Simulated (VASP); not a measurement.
Wanted: the native input for a VASP 6.6.1 run.

| Item | Value |
| --- | --- |
| Task | relaxation of cell and atoms |
| Functional | PBEsol |
| Potentials or basis | VASP PAW PBE potentials, release 64 (Cu) |
| Cutoff | 600 eV |
| k mesh | 6 × 6 × 4 |
| Occupations | gaussian, width 0.1 eV |
| Spin | no spin polarisation |
| Dipole correction | no |
| Further INCAR settings | ALGO = Normal; EDIFF = 1e-07; IBRION = 2; EDIFFG = -0.04; NSW = 90; ISIF = 3 |

The structure of Cu lies in POSCAR:

```
Cu
1.0
    1.9225321094     -3.2583353959      0.0000000000
    1.9225321094      3.2583353959      0.0000000000
    0.0000000000      0.0000000000      3.8501788098
Cu
4
Direct
    0.1525000000      0.8475000000      0.0785000000
    0.6525000000      0.3475000000      0.4215000000
    0.8475000000      0.1525000000      0.9215000000
    0.3475000000      0.6525000000      0.5785000000
```

The cell was built by a generator and needn't be a form met in nature.

These files were run (other wordings do the same):

INCAR

```
ALGO     = Normal         # electronic algorithm
EDIFF    = 1E-7           # SCF threshold, eV
EDIFFG   = -0.04          # ionic threshold
ENCUT    = 600            # plane-wave cutoff, eV
GGA      = PS             # functional
IBRION   = 2              # ionic algorithm
ISIF     = 3              # what is computed and relaxed
ISMEAR   = 0              # smearing method
LASPH    = True           # aspherical terms in the spheres
LCHARG   = False          # write CHGCAR
LREAL    = False          # projectors in reciprocal space
LWAVE    = False          # write WAVECAR
NELM     = 100            # most SCF steps
NSW      = 90             # ionic steps
PREC     = Accurate       # precision mode
SIGMA    = 0.1            # smearing width, eV
```

KPOINTS

```
k-points
0
Gamma
  6 6 4
```

Potentials or basis: VASP PAW PBE potentials, release 64 (Cu).

Launch:

```console
$ cat potpaw_PBE.64/Cu/POTCAR > POTCAR
$ mpirun -np 1 vasp_std > vasp.out
```

It gave:

```json
{
  "Relaxed volume": "11.91 Å³/atom",
  "Relaxed cell": "a = 4.649 Å, b = 4.649 Å, c = 4.181 Å, α = 90.00°, β = 90.00°, γ = 148.18°",
  "Space group after relaxing (to 0.05 Å)": "Fmmm (No. 69)",
  "Energy gained by relaxing": "524.6 meV/atom",
  "Ionic steps": "49",
  "Pressure after relaxing": "0.1 GPa",
  "Largest force after relaxing": "0.013 eV/Å",
  "Band gap on the k mesh": "none (metal or under the smearing width)"
}
```

Caveat: the k mesh is coarse (spacing up to 0.41 Å⁻¹), so the values aren't converged; the PAW data sets were made with another functional, which shifts forces and pressure a little.

Run time: 21 min on 1 thread of Intel(R) Xeon(R) Platinum 8488C (Sapphire Rapids), on a shared host, peak memory 0.2 GiB.
